## Question

A crystal of tin monoxide is sheared in small steps while its energy, stress and electronic gap are calculated. The atoms keep their fractional coordinates, so they are carried along with the cell and cannot settle into better places within it. The results at a strain of 0.0525 are missing.

SnO (space group Pmn2_1, 4 atoms per cell, 20.09 Å³ per atom, cell not relaxed at this level) under engineering shear in the xy plane, fractional coordinates fixed. Ansatz 0.2.0, PBEsol, scalar-relativistic plane-wave PAW, no spin polarisation, cutoff 420 eV, k mesh 8×6×6, Gaussian smearing 0.05 eV. Energies are relative to the unstrained cell; pressure is positive in compression.

| strain | energy change (meV/atom) | tensile stress along pattern (GPa) | pressure (GPa) | gap on mesh (eV) |
| --- | --- | --- | --- | --- |
| -0.06 | 5.6 | -1.57 | -2.95 | 1.334 |
| -0.03 | 1.4 | -0.79 | -3.04 | 1.338 |
| 0 | 0.0 | 0.00 | -3.07 | 1.340 |
| 0.0075 | 0.1 | 0.20 | -3.07 | 1.340 |
| 0.015 | 0.4 | 0.39 | -3.06 | 1.340 |
| 0.0225 | 0.8 | 0.59 | -3.06 | 1.339 |
| 0.0375 | 2.2 | 0.98 | -3.02 | 1.338 |
| 0.045 | 3.1 | 1.18 | -3.00 | 1.337 |
| 0.0525 | ? | ? | ? | ? |

The strain $\gamma$ is the engineering shear in the xy plane, that is, the change of the right angle between the x and y axes in radians. The column headed "tensile stress along pattern" therefore holds a shear stress here, written $\sigma$ below. The pressure $p$ is negative when the crystal is under tension.

(a) The largest positive shear with known results is 0.045. Does a forecast for 0.0525 have to reach beyond the data?

(b) Forecast the four missing values, each with a range.

(c) The energy can also be worked out from the stresses, without using the energy column. Do so, and say what a careless version of this calculation would get wrong.

## Model answer

### (a) Two diagonals and a mirror

Draw a square in the xy plane and shear it. One diagonal becomes longer and the other shorter. Reversing the sign of the shear only exchanges the parts played by the two diagonals. If the crystal is the same along both, it must respond equally strongly to either sign.

This crystal is the same along both, because its space group contains a mirror that turns x into −x. The mirror maps one diagonal onto the other and so turns a shear $+\gamma$ into $-\gamma$. Energy, pressure and gap have to be equal for the two signs, while the shear stress keeps its size and changes its direction. This is an argument from symmetry; the table lists no pair of equal and opposite shears that would test it directly.

The row at −0.06 can therefore be read as a row at +0.06, with the sign of its shear stress reversed. The missing row then lies between known neighbours at 0.045 and 0.06. The forecast is an interpolation in the size of the shear, although the strain column at first suggests an extrapolation.

### (b) The forecasts

The limit of very small shear shows which formulas to use. A quantity that changes sign with $\gamma$ must vanish at zero and start in proportion to $\gamma$. A smooth quantity that is blind to the sign can have no such term, so its first change goes as $\gamma^2$. Hence

$$\sigma = C\gamma, \qquad p = p_0 + b\gamma^2,$$

and the energy change and the gap follow the same pattern as the pressure, with the energy change starting from zero.

Higher terms are allowed by symmetry, and they would show first at the largest shear. The ratio of shear stress to strain is 26.2 GPa both at 0.045 and at −0.06, so no bending of the line is visible. A least-squares line through the origin, drawn through the eight known rows, gives the same stiffness $C$. The other three columns were fitted to the same rows by least squares with their $\gamma^2$ formulas.

The forecasts for a strain of 0.0525 are:

- shear stress 1.375 GPa, range 1.36 to 1.39 GPa;
- energy change 4.3 meV/atom, range 4.2 to 4.4 meV/atom;
- pressure −2.98 GPa, range −3.00 to −2.96 GPa;
- gap 1.3355 eV, range 1.334 to 1.337 eV.

The ranges leave room for the rounding of the table and for small higher terms. They are judgements and carry no statistical level of confidence.

### (c) The energy from the stresses

For a spring that starts without load, the stored energy is half the stiffness times the square of the stretch. The careless version carries this over to the crystal and writes $\tfrac12 C V\gamma^2$, where $V$ is the volume per atom. But this crystal does not start without load. At zero strain its shear stress vanishes because the mirror demands it, while the pressure column shows a tension of about 3 GPa.

That tension matters because the shear changes the volume slightly. If the shear is applied symmetrically, with half of the angle taken by each axis, one diagonal grows by the factor $1+\gamma/2$ and the other shrinks by $1-\gamma/2$. Their product is $1-\gamma^2/4$, so the area, and with it the volume, always falls. At a shear of 0.06 the loss is only 0.09 %.

A body under tension gains by shrinking. The lost volume $V\gamma^2/4$ times the tension is energy given back, and it has to be subtracted from the work of shearing. The tension in the xy plane is taken here to equal the average over three directions that the pressure column gives. Since $p_0$ is negative, the sum is

$$\Delta E = \tfrac12 C V\gamma^2 + \tfrac14 p_0 V\gamma^2 = \tfrac12\left(C+\frac{p_0}{2}\right)V\gamma^2 .$$

The small volume loss counts because it grows as $\gamma^2$, exactly as the elastic energy does. Making the shear smaller does not remove the correction.

Two limiting cases make the formula plausible. Without any load at the start, $p_0$ is zero and the familiar spring formula returns. In the opposite case, think of a liquid held under tension: it has no shear stiffness, so the symmetric shear costs no shearing work, yet the volume still falls and the energy goes down. The crystal lies between these cases, with a shear stiffness much larger than its tension.

Now the numbers for the missing row. The stiffness that governs the energy is

$$C+\frac{p_0}{2} = 26.19-\frac{3.07}{2} \approx 24.7\ \text{GPa}.$$

One electronvolt per cubic ångström is about 160 GPa, so this equals 0.154 eV/Å³. With 20.09 Å³ per atom and $\gamma^2 = 0.0525^2 = 0.00276$,

$$\Delta E \approx \tfrac12 \times 0.154 \times 20.09 \times 0.00276\ \text{eV} \approx 4.3\ \text{meV per atom}.$$

The careless formula gives 4.5 meV per atom, which lies outside the stated range.

The known row at −0.06 offers a check before the answer is seen. Its shear stress helped to fix $C$, but its energy was not used in this estimate. The careless formula gives 5.9 meV per atom there, the corrected one 5.6, and the table has 5.6. The forecast therefore keeps the correction for tension.

## The computed row

The withheld rows as computed:

| strain | energy change (meV/atom) | tensile stress along pattern (GPa) | pressure (GPa) | gap on mesh (eV) |
| --- | --- | --- | --- | --- |
| 0.0525 | 4.2 | 1.38 | -2.98 | 1.335 |

All four printed values fall within their ranges, the energy only just. The shear stress and the pressure agree with their forecasts to the last printed digit, if 1.375 is rounded up. The gap differs from its forecast by half a unit of its last digit. These three successes have the same origin: the missing row lies between neighbours in the size of the shear, and each quantity follows the simplest form that the mirror allows.

The energy is printed as 4.2 meV per atom, at the lower edge of the range. The full output is 0.017001 eV for the cell of four atoms, or 4.25 meV per atom, and the corrected estimate is 4.26. Most of the apparent miss is therefore rounding and needs no physical explanation. The careless formula misses by 0.3 meV per atom, which rounding cannot hide.

## Remarks on the reasoning

**What the hits prove.** They confirm a smooth interpolation over a small range of shear. They do not measure how strong the crystal is. A shear strength would appear as a bend in the stress curve followed by a maximum, and these rows are still on the straight part.

**Why two stiffnesses appear.** Fitting the energy column of the eight known rows with a single $\gamma^2$ term gives a stiffness of 24.8 GPa, against 26.2 GPa from the shear stress. The tension accounts well for the size of the difference, since it predicts 24.7 GPa, slightly below the fitted value. That figure uses the average tension over all three directions. The stress tensor of the unsheared cell shows a stronger pull along x than along y, with a mean of 3.27 GPa within the plane, and with this mean the prediction becomes 24.6 GPa. The agreement also assumes that the shear was applied symmetrically. An error in the stress from the limited plane-wave basis could also separate the two values, and no test of the cutoff is at hand.

**How to carry the idea over.** Before an elastic constant is taken from an energy curve, look at the pressure of the starting cell. Under tension, a symmetric shear gives an energy curvature that is too low compared with the slope of the stress. Under compression the sign of the correction turns, and the curvature comes out too high. A shear that keeps the volume constant gives back no such energy, and the spring formula then holds even in a loaded crystal, provided the load is equal in all directions.

**Why the tension eases.** The pressure rises by 0.12 GPa between zero strain and −0.06, so the crystal is pulled a little less hard. The loss of volume works in this direction. To do it alone, however, it would need a bulk modulus of about 133 GPa, five times the shear stiffness. The table has no bulk modulus to compare with, but so high a value seems unlikely for a soft oxide of divalent tin. Something else probably helps. One candidate is the unequal response of the bonds, since contacts that are shortened push back harder than lengthened ones pull. The stress tensor does not prove this: between zero strain and −0.06 the tension eases in all three directions, and most along z, where the cell edge keeps its length.

**What the stiffness is good for.** The value of 26 GPa belongs to a stretched cell whose atoms may not rearrange. In a real crystal under slow load the atoms shift within the cell, and about a stable structure this can only lower the stiffness. Here, however, the atoms do not start at rest: at zero strain some of them feel forces of about 0.4 eV/Å. Relaxing the starting cell would change the stiffness as well, so these rows cannot say whether the relaxed crystal is softer or stiffer than 26 GPa. The PAW datasets were also made for PBE and not for PBEsol, and the effect of this on the stiffness and on the starting tension is untested. The crystal is also a form of SnO in which each tin atom has three oxygen neighbours, whereas the common litharge form has four. For ordinary SnO the number is no substitute for a calculation on the right structure with relaxed atoms.

**What the gap tells.** It narrows by only 6 meV at the largest shear, so the crystal remains an insulator throughout and no change of electronic state disturbs the smooth curves. The mirror makes the change the same for either sign of the shear. That alone would still allow a kink at zero strain, if band edges at mirrored k points moved apart, but the computed gaps show none and follow $\gamma^2$. The mirror does not explain why this smooth change is a narrowing. The absolute gap deserves less trust than its small shift, because functionals of this kind usually give gaps that are too small and the mesh of k points can miss the band edges.
